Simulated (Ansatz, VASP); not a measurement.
## Two plane-wave programs on CdSe

```
Cd Se
1.0
     4.51342    0.00000    0.00000
    -2.25671    3.90874    0.00000
     0.00000    0.00000    7.01520
Cd Se
2 2
Direct
  0.66667 0.33333 0.00000
  0.33333 0.66667 0.50000
  0.66667 0.33333 0.37500
  0.33333 0.66667 0.87500
```

Change from the starting cell: strain +0.050 along x and y, +0.000 along z, atoms carried along.

Alike in both runs: task single point; functional PBE; k mesh 9 × 9 × 4; occupations gaussian, width 0.05 eV; no spin polarisation.

|  | VASP | Ansatz |
| --- | --- | --- |
| version | VASP 6.6.1 | Ansatz 0.2.0 |
| potentials or method | VASP PAW PBE potentials, release 64 (Cd, Se) | scalar-relativistic, plane waves, PAW |
| plane-wave cutoff (eV) | 520 | 420 |
| valence electrons in the cell | 36 | 72 |

```csv
,VASP,Ansatz,Ansatz less VASP
gap on the k mesh at the Fermi level (eV),0.48,0.48,+0.004
least direct gap on the mesh (eV),0.48,0.48,+0.004
pressure (GPa),-1.2,-1.4,-0.21
largest component of the traceless stress (GPa),2.44,2.37,-0.064
rms of the force components (eV/Å),0.179,0.171,-0.0072
```

Atom by atom the forces differ by 0.007 eV/Å (rms over components). The functional is the same, so the differences come from potentials, cutoffs and numerics. The two sets of potentials don't hold the same shells in valence.

Caveats: the cell's inner coordinates are idealised or old, which leaves forces on the atoms.
